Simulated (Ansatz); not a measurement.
KCl (Sylvite):

```
CELL_PARAMETERS angstrom
0.00000 3.14647 3.14647
3.14647 0.00000 3.14647
3.14647 3.14647 0.00000
ATOMIC_POSITIONS crystal
K 0.00000 0.00000 0.00000
Cl 0.50000 0.50000 0.50000
```

```yaml
Program: Ansatz 0.2.0
Task: single point
Functional: PBE
Potentials_or_basis: Ansatz PAW
Cutoff: "420 eV (not typed: the program's choice for these potentials)"
k_mesh: 7 × 7 × 7
Occupations: fermi-dirac, width 0.05 eV
Spin: no spin polarisation
```

On this cell: pressure 0.8 GPa; largest force zero by symmetry; band gap on the k mesh 5.19 eV, direct.

The same run follows on a disturbed copy (atoms moved at random, drawn with an rms of 0.05 Å):

```
K Cl
1.0
     0.00000    3.14647    3.14647
     3.14647    0.00000    3.14647
     3.14647    3.14647    0.00000
K Cl
1 1
Direct
  0.98882 0.01186 0.99803
  0.48303 0.50210 0.50564
```

**Question.** What changes?

**Answer.** The energy moves by +0.8 meV/atom; pressure 0.8 GPa; largest force 0.066 eV/Å; band gap on the k mesh 5.19 eV, direct.

Forces on the atoms (eV/Å):
```
K   -0.009  0.008 -0.065
Cl   0.009 -0.008  0.065
```

Caveats: odd divisions of the mesh miss points on the zone boundary, where band edges often lie, so the gap on the mesh can be too wide.

A k mesh can miss the band edges.
